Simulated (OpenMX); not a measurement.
## MoSe2 under changes of volume

One of the cells (20.129 Å³/atom); the others are scaled copies at fixed shape and fractional positions:

```
CELL_PARAMETERS angstrom
3.28800 0.00000 0.00000
-1.64400 2.84749 0.00000
0.00000 0.00000 12.90000
ATOMIC_POSITIONS crystal
Mo 0.66667 0.33333 0.75000
Mo 0.33333 0.66667 0.25000
Se 0.66667 0.33333 0.37500
Se 0.33333 0.66667 0.87500
Se 0.66667 0.33333 0.12500
Se 0.33333 0.66667 0.62500
```

```yaml
Program: OpenMX 3.8.5
Functional: LDA
Potentials_or_basis: OpenMX 2013 LDA set, Mo7.0-s3p2d2, Se7.0-s3p2d2, fixed grid of 35 × 35 × 160 points
k_mesh: 9 × 9 × 3
Occupations: fermi-dirac, width 0.05 eV
Spin: no spin polarisation
```

```csv
volume (Å³/atom),energy over the lowest point (meV/atom),gap on the mesh (eV),largest force (eV/Å)
18.922,56.07,0.90,2.133
19.324,29.56,0.90,1.704
19.727,11.99,0.90,1.305
20.129,2.42,0.90,0.935
20.532,0.00,0.89,0.592
20.935,?,?,?
21.337,13.99,0.88,0.023
```

Task: What does the run at 20.935 Å³/atom give?

Result: Energy over the lowest point 4.08 meV/atom; gap on the mesh 0.89 eV; largest force 0.274 eV/Å.

Worked out: A Birch-Murnaghan fit of order 3 (a polynomial in V^(-2/3)) to the other rows has its minimum at 20.47 Å³/atom with B0 = V·E''(V) = 133 GPa and B' = 4.4 at fixed shape and positions, which overstates the stiffness. It gives 4.11 meV/atom at 20.935 Å³/atom, against the run's 4.08. A straight line through the other rows of the gap, of slope -0.17 eV per unit of ln V, gives 0.89 eV, against the run's 0.89.

Energies are extrapolated to zero smearing.

Caveats: an odd mesh through Γ misses points on the zone boundary, where band edges often lie; the cell's inner coordinates are idealised or old, which leaves forces on the atoms; the basis of atomic orbitals isn't converged, which shifts pressures, moduli and gaps. Spin-orbit coupling on Mo, Se is left out.
